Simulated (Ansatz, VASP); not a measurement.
# One calculation of CdS, two programs

```
CELL_PARAMETERS angstrom
4.12097 0.00000 0.00000
-2.06049 3.56887 0.00000
0.00000 0.00000 6.72643
ATOMIC_POSITIONS crystal
Cd 0.33333 0.66667 0.00000
Cd 0.66667 0.33333 0.50000
S 0.33333 0.66667 0.38500
S 0.66667 0.33333 0.88500
```

Change from the starting cell: volume scaled by 0.99.

Alike in both runs: task single point; functional LDA; k mesh 8 × 8 × 4; occupations fermi-dirac, width 0.02 eV; no spin polarisation.

```csv
,VASP,Ansatz
version,VASP 6.6.1,Ansatz 0.2.0
potentials or method,"VASP PAW LDA potentials, release 64 (Cd, S), cutoff 520 eV","all-electron LAPW, scalar-relativistic"
```

Ansatz gave:

```
gap on the k mesh at the Fermi level (eV)       : 0.97
pressure (GPa)                                  : -2.1
largest component of the traceless stress (GPa) : 1.29
rms of the force components (eV/Å)              : 0.142
```

Task: Which values does VASP return?

Result: gap on the k mesh at the Fermi level (eV): 0.99; pressure (GPa): -1.7; largest component of the traceless stress (GPa): 1.36; rms of the force components (eV/Å): 0.149.

Atom by atom the forces differ by 0.006 eV/Å (rms over components). Ansatz ran all-electron here, so the differences hold the error of VASP's frozen core and of both bases.
